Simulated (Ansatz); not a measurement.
TiO₂: the gap under pressure

TiO₂, P4_2/mnm, a = 4.643 Å, c = 2.964 Å. The compound has several low-lying forms, and this is one of them. Ansatz: PBE, PAW, 420 eV, Γ-centred 6×6×10 mesh on 6 atoms, Gaussian smearing 0.02 eV; no spin polarisation. Cell and atoms are relaxed at each pressure, and no other structure is tried, so the rows at high pressure may lie past a change of phase. The gap is sought over the whole zone. The pressures are the targets, met within 0.06 GPa.

| P (GPa) | gap y (eV) |
| --- | --- |
| -2.0 | ? |
| 0.0 | 1.860 |
| 2.0 | 1.864 |
| 5.0 | 1.873 |
| 10.0 | 1.893 |
| 20.0 | 1.943 |
| 40.0 | 2.047 |

Fit y = E0 + αP + βP² to the other rows and predict the missing gap.

Least squares on the rows shown. y = 1.8571 + 0.0035233 P + 3.0929×10⁻⁵ P². So α = 3.5 meV/GPa, but the rows at 0 and 2 GPa alone give 2 meV/GPa, so the parabola doesn't give the slope at zero pressure. With a term in P³ added, the coefficient of P becomes 0.002008, 43 % less, which shows how far this figure hangs on the form. At P = -2.0 the fit asked for gives 1.850 eV. The run gave 1.858 eV, so the fit is 0.008 eV too low, 4.2 % of the span of the series, against an rms of 0.002 eV on the fitted rows. The row lies outside the fitted range. With a term in P³ added, a fit to the same known rows predicts 1.856 eV, so most of the miss is curvature that the known rows already hold.

Semilocal functionals give gaps under the measured ones; changes of the gap mostly carry over better.